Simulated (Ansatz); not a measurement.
**Li2Se: how the settings move a single-point run**

How sensitive is a single-point run of Li2Se to its settings? A reference run comes first, then six runs with altered input.

Program: Ansatz 0.2.0. Level of theory: reference: DFT, r2SCAN, plane waves, PAW. These are calculated values, not measurements.

**1. Starting point**

The structure is cubic, space group Fm-3m (No. 225). Conventional cell: a = 5.987 Å, b = 5.987 Å, c = 5.987 Å, α = 90.00°, β = 90.00°, γ = 90.00°. Li (site symmetry -43m) has 4 Se at 2.59 Å as nearest neighbours. Se (site symmetry m-3m) is surrounded by 8 Li at 2.59 Å.

As a file:

```cif
data_structure
_symmetry_space_group_name_H-M 'P 1'
_symmetry_Int_Tables_number 1
_cell_length_a 4.2334
_cell_length_b 4.2334
_cell_length_c 4.2334
_cell_angle_alpha 60.000
_cell_angle_beta 60.000
_cell_angle_gamma 60.000
_cell_volume 53.65
loop_
_atom_site_label
_atom_site_type_symbol
_atom_site_fract_x
_atom_site_fract_y
_atom_site_fract_z
_atom_site_occupancy
Li1 Li 0.25000 0.25000 0.25000 1
Li2 Li 0.75000 0.75000 0.75000 1
Se1 Se 0.00000 0.00000 0.00000 1
```

**2. The reference run**

input.yaml reads:

```yaml
crystal:
  lattice:
    - [0.0, 2.9934588658, 2.9934588658]
    - [2.9934588658, 0.0, 2.9934588658]
    - [2.9934588658, 2.9934588658, 0.0]
  atoms:
    - { symbol: Li, position: [0.25, 0.25, 0.25] }
    - { symbol: Li, position: [0.75, 0.75, 0.75] }
    - { symbol: Se, position: [0.0, 0.0, 0.0] }
kpoints:
  mp_grid: { grid: [6, 6, 6] }
hamiltonian:
  xc: r2scan
scf:
  occupations: { method: fixed }
  n_extra_bands: 4
output:
  forces: true
  stress: true
  eigenvalues: true
  write_density: true
  write_potential: true
  elf: true
  volumetric_format: npy
```

On the command line:

```console
$ ansatz run input.yaml --threads 4 --pin off --max-ram 3686MiB --backend cpu --events-out ev --progress --plain --runs-dir out
```

**3. Variant: xc mr2scan**

Changes to input.yaml since step 2:

```diff
@@ -12,3 +12,3 @@
 hamiltonian:
-  xc: r2scan
+  xc: mr2scan
 scf:
@@ -20,5 +20 @@
   eigenvalues: true
-  write_density: true
-  write_potential: true
-  elf: true
-  volumetric_format: npy
```

**4. Variant: ecutwfc 600**

Changes to input.yaml since step 2:

```diff
@@ -20,5 +20,3 @@
   eigenvalues: true
-  write_density: true
-  write_potential: true
-  elf: true
-  volumetric_format: npy
+basis:
+  ecutwfc: 600
```

**5. Variant: preconditioner kerker**

Changes to input.yaml since step 2:

```diff
@@ -16,2 +16,3 @@
   n_extra_bands: 4
+  mixing: { preconditioner: kerker }
 output:
@@ -20,5 +21 @@
   eigenvalues: true
-  write_density: true
-  write_potential: true
-  elf: true
-  volumetric_format: npy
```

**6. Changing settings: mp_grid.grid [5, 5, 5]**

Changes to input.yaml since step 2:

```diff
@@ -10,3 +10,3 @@
 kpoints:
-  mp_grid: { grid: [6, 6, 6] }
+  mp_grid: { grid: [5, 5, 5] }
 hamiltonian:
@@ -20,5 +20 @@
   eigenvalues: true
-  write_density: true
-  write_potential: true
-  elf: true
-  volumetric_format: npy
```

**7. Changing settings: mp_grid.grid [4, 4, 4]**

Changes to input.yaml since step 2:

```diff
@@ -10,3 +10,3 @@
 kpoints:
-  mp_grid: { grid: [6, 6, 6] }
+  mp_grid: { grid: [4, 4, 4] }
 hamiltonian:
@@ -20,5 +20 @@
   eigenvalues: true
-  write_density: true
-  write_potential: true
-  elf: true
-  volumetric_format: npy
```

**8. Changed: occupations.method methfessel_paxton, occupations.width 0.2**

Changes to input.yaml since step 2:

```diff
@@ -14,3 +14,3 @@
 scf:
-  occupations: { method: fixed }
+  occupations: { method: methfessel_paxton, width: 0.2 }
   n_extra_bands: 4
@@ -20,5 +20 @@
   eigenvalues: true
-  write_density: true
-  write_potential: true
-  elf: true
-  volumetric_format: npy
```

Q: Predict the outcome of this session. Wanted: for each run, ending; energy change; pressure; gap; force.

The runs gave:

```csv
run,ending,energy change,pressure (GPa),gap (eV),force (eV/Å),cycles,time
reference,converged,0,0.0,3.48,0.00,6,0.97 s
1: xc mr2scan,converged,not comparable,0.0,3.48,0.00,6,0.85 s
2: ecutwfc 600,converged,-0.1 meV/atom,0.0,3.48,0.00,6,1 s
3: preconditioner kerker,converged,0.0 meV/atom,0.0,3.48,0.00,7,0.88 s
"4: mp_grid.grid [5, 5, 5]",converged,+0.4 meV/atom,0.0,3.75,0.00,6,0.73 s
"5: mp_grid.grid [4, 4, 4]",converged,+3.1 meV/atom,0.0,3.47,0.00,6,0.67 s
"6: occupations.method methfessel_paxton, occupations.width 0.2",converged,0.0 meV/atom (σ→0),0.0,3.48,0.00,6,0.92 s
```

Times don't compare one to one where runs were asked for different outputs or read a saved state (see the inputs); cycles may leave out searches for a lower state.

Residual by cycle in the longest SCF loop of each run; runs are numbered as in the table. The quantity is the density residual dr2, in eV.

```csv
cycle,reference,run 1,run 2,run 3,run 4,run 5,run 6
1,0.0111,0.0111,0.0111,0.0111,0.0113,0.0126,0.0111
2,8.2e-4,8.2e-4,8.1e-4,0.00459,8.2e-4,8.6e-4,8.1e-4
3,1.9e-4,1.9e-4,1.9e-4,0.00129,1.9e-4,2.0e-4,1.9e-4
4,1.7e-6,1.7e-6,1.7e-6,3.0e-5,1.9e-6,1.7e-6,1.5e-6
5,4.2e-8,4.2e-8,4.1e-8,3.9e-6,5.4e-8,3.5e-8,4.0e-8
6,3.8e-9,3.8e-9,3.6e-9,1.7e-7,4.6e-9,3.5e-9,4.0e-9
7,-,-,-,3.2e-8,-,-,-
```

**Reading.** No change moves the result by more than the table shows.
